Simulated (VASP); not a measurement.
A run of VASP 6.6.1 is set up as follows.

Contents of INCAR:

```
  PREC = Accurate
  ENCUT = 520
  EDIFF = 1E-6
  ISMEAR = -1
  SIGMA = 0.05
  LREAL = F
  LASPH = T
  NELM = 100
  ALGO = Normal
  ISIF = 2
  LWAVE = F
  LCHARG = F
  MAGMOM = 0 0 0 0 0 0
  LORBIT = 11
  LSORBIT = T
  GGA_COMPAT = F
  LMAXMIX = 4
  GGA = PS
```

KPOINTS

```
regular mesh
0
Gamma
  8 8 5
```

Contents of POSCAR:

```
Ru
1.0
    2.7058000000      0.0000000000      0.0000000000
   -1.3529000000      2.3432915376      0.0000000000
    0.0000000000      0.0000000000      4.2819000000
Ru
2
Direct
    0.6666666667      0.3333333333      0.7500000000
    0.3333333333      0.6666666667      0.2500000000
```

KPOINTS_OPT

```
path GMKGALHA,LM,KH
20
line-mode
reciprocal
 0.0000000000  0.0000000000  0.0000000000  G
 0.5000000000  0.0000000000  0.0000000000  M

 0.5000000000  0.0000000000  0.0000000000  M
 0.3333333333  0.3333333333  0.0000000000  K

 0.3333333333  0.3333333333  0.0000000000  K
 0.0000000000  0.0000000000  0.0000000000  G

 0.0000000000  0.0000000000  0.0000000000  G
 0.0000000000  0.0000000000  0.5000000000  A

 0.0000000000  0.0000000000  0.5000000000  A
 0.5000000000  0.0000000000  0.5000000000  L

 0.5000000000  0.0000000000  0.5000000000  L
 0.3333333333  0.3333333333  0.5000000000  H

 0.3333333333  0.3333333333  0.5000000000  H
 0.0000000000  0.0000000000  0.5000000000  A

 0.5000000000  0.0000000000  0.5000000000  L
 0.5000000000  0.0000000000  0.0000000000  M

 0.3333333333  0.3333333333  0.0000000000  K
 0.3333333333  0.3333333333  0.5000000000  H
```

Potentials or basis: VASP PAW PBE potentials, release 64 (Ru_pv).

Launch:

```console
$ cat potpaw_PBE.64/Ru_pv/POTCAR > POTCAR
$ mpirun -np 1 vasp_ncl > vasp.out
```

Q: Predict the pressure.

A: -6.5 GPa.

Stress tensor (GPa, compression positive):
```
-6.18  0.00  0.00
 0.00 -6.18  0.00
 0.00  0.00 -7.30
```

Caveat: the PAW data sets were made with another functional, which shifts forces and pressure a little.
